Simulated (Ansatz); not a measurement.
**TiO2: energy and pressure over a range of volumes**

One table from this session's results is given with a row withheld; the runs are named, their logs left out.

Program: Ansatz 0.2.0. Level of theory: DFT PBE, scalar-relativistic. These are calculated values, not measurements.

## The structure to begin with

The structure is tetragonal, space group P4_2/mnm (No. 136). Conventional cell: a = 4.594 Å, b = 4.594 Å, c = 2.959 Å, α = 90.00°, β = 90.00°, γ = 90.00°. Around Ti (site symmetry mmm) lie 6 O at 1.94 to 1.99 Å. Around O (site symmetry m2m) lie 3 Ti at 1.94 to 1.99 Å.

Structure file:

```
Ti O
1.0
     4.59400    0.00000    0.00000
     0.00000    4.59400    0.00000
     0.00000    0.00000    2.95900
Ti O
2 4
Direct
  0.00000 0.00000 0.00000
  0.50000 0.50000 0.50000
  0.30600 0.30600 0.00000
  0.19400 0.80600 0.50000
  0.69400 0.69400 0.00000
  0.80600 0.19400 0.50000
```

Atoms are numbered in the order of the input: Ti1, Ti2, O3, O4, O5, O6.

The first run:

input.yaml

```yaml
crystal:
  lattice:
    - [4.5319113078, 0.0, 0.0]
    - [0.0, 4.5319113078, 0.0]
    - [0.0, 0.0, 2.9190086112]
  atoms:
    - { symbol: Ti, position: [0.0, 0.0, 0.0] }
    - { symbol: Ti, position: [0.5, 0.5, 0.5] }
    - { symbol: O, position: [0.306, 0.306, 0.0] }
    - { symbol: O, position: [0.194, 0.806, 0.5] }
    - { symbol: O, position: [0.694, 0.694, 0.0] }
    - { symbol: O, position: [0.806, 0.194, 0.5] }
kpoints:
  mp_grid: { grid: [7, 7, 10] }
  band_path:
    path:
      - [0.0, 0.0, 0.0]
      - [0.0, 0.5, 0.0]
      - [0.5, 0.5, 0.0]
      - [0.0, 0.0, 0.0]
      - [0.0, 0.0, 0.5]
      - [0.0, 0.5, 0.5]
      - [0.5, 0.5, 0.5]
      - [0.0, 0.0, 0.5]
      - [0.0, 0.5, 0.0]
    npoints: 5
scf:
  occupations: { method: fermi_dirac, width: 0.05 }
hamiltonian:
  xc: pbe
  pseudopotentials: { kind: all_electron, lapw: { basis_error: 0.0005 } }
output:
  forces: true
  stress: true
  eigenvalues: true
```

Launch:

```bash
ansatz run input.yaml --threads 2 --pin off --max-ram 6144MiB --backend cpu --events-out ev --progress --plain --runs-dir out
```

Steps of the session up to this table: Volume × 0.96, LAPW; Volume × 0.96, PAW; Volume × 0.96, crystal datasets; Volume × 0.99, LAPW; Volume × 0.99, PAW; Volume × 0.99, crystal datasets; Volume × 1.02, LAPW; Volume × 1.02, PAW; Volume × 1.02, crystal datasets; Volume × 1.06, LAPW; Volume × 1.06, PAW; Volume × 1.06, crystal datasets.

One table of the session follows, with a row left open; its other results are not shown here.

| method | volume (Å³/atom) | gap on the k mesh (eV) | largest force (eV/Å) |
| --- | --- | --- | --- |
| LAPW | 9.992 | 2.03 | 0.469 |
| LAPW | 10.304 | 1.95 | 0.289 |
| LAPW | 10.616 | 1.88 | 0.127 |
| LAPW | 11.033 | 1.78 | 0.065 |
| PAW | 9.992 | 2.04 | 0.469 |
| PAW | 10.304 | 1.96 | 0.289 |
| PAW | 10.616 | 1.88 | 0.127 |
| PAW | 11.033 | ? | ? |
| crystal datasets | 9.992 | 2.03 | 0.469 |
| crystal datasets | 10.304 | 1.95 | 0.289 |
| crystal datasets | 10.616 | 1.88 | 0.127 |
| crystal datasets | 11.033 | 1.78 | 0.065 |

Estimate the missing values for PAW, 11.033.

The run gave: gap on the k mesh (eV): 1.79; largest force (eV/Å): 0.065. In the column «gap on the k mesh (eV)» it lies between crystal datasets, 11.033 (1.78) and LAPW, 10.616 (1.88).

Caveats from the session: Shape and positions are held, so a fully relaxed modulus can be lower. Warnings in the runs' records: crystal datasets made.
